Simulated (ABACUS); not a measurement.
# CdTe: band structure with rPW86PBE

**What was measured.**

A printed reference work, data compilation reports, for a bulk crystal of CdTe at 0 K: band gap 1.607 eV.

CdTe:

```
Te Cd
1.0
     4.53255    0.00000    0.00000
     2.26628    3.92531    0.00000
     2.26628    1.30844    3.70082
Te Cd
1 1
Direct
  0.75000 0.75000 0.75000
  0.00000 0.00000 0.00000
```

```
Program                                       : ABACUS 3.10.1
Task                                          : band structure
Functional                                    : rPW86PBE
Potentials or basis                           : GBRV ultrasoft 1.5 PBE
Cutoff                                        : 544 eV
Density cutoff                                : 4354 eV
Basis                                         : plane waves
Occupations                                   : fermi-dirac, width 0.05 eV
Spin                                          : no spin polarisation
Radial cutoff of the potentials (pseudo_rcut) : 10 bohr
Threshold of the eigensolver                  : 1e-07 Ry
Density                                       : read from an earlier self-consistent run
Path                                          : G-X-W-K-G-L-U-W-L-K, U-X
Points for each segment of the path           : 10
SCF threshold on the density                  : 1e-08
Max SCF steps                                 : 100
Eigensolver                                   : dav
Mixing                                        : broyden
Mixing share                                  : 0.7
Symmetry key                                  : -1
Bands                                         : 19
```

```yaml
Band_gap_along_the_path: 0.73 eV, direct
```

Levels at the corners of the path, in eV from the Fermi level:
```csv
point,band 7,band 8,band 9,band 10,band 11,band 12
Γ,-0.39,-0.39,-0.39,0.34,4.08,4.08
X,-4.91,-2.39,-2.39,2.02,2.15,8.53
W,-4.79,-2.87,-2.77,3.88,4.19,5.16
K,-4.81,-3.13,-2.05,2.37,4.07,6.96
Γ,-0.39,-0.39,-0.39,0.34,4.08,4.08
L,-5.06,-1.23,-1.23,1.33,4.70,4.70
U,-4.81,-3.13,-2.05,2.37,4.07,6.96
W,-4.79,-2.87,-2.77,3.88,4.19,5.16
L,-5.06,-1.23,-1.23,1.33,4.70,4.70
K,-4.81,-3.13,-2.05,2.37,4.07,6.96
U,-4.81,-3.13,-2.05,2.37,4.07,6.96
X,-4.91,-2.39,-2.39,2.02,2.15,8.53
```

Wall time 5.5 s on 4 MPI ranks on AMD EPYC 9R45 96-Core Processor (Zen 5), with other jobs on the host, peak memory 0.88 GiB a rank.

Measured gap of CdTe: 1.607 eV (0 K; a printed reference work, data compilation). This calculation gives 0.73 eV (-0.88 eV). Spin-orbit coupling on Cd, Te is left out. The value is that of rPW86PBE, without temperature or zero-point motion.

Caveat: the density is read from an earlier self-consistent run, whose mesh may be coarse; spin-orbit coupling is left out, which moves the levels of the heavy elements.
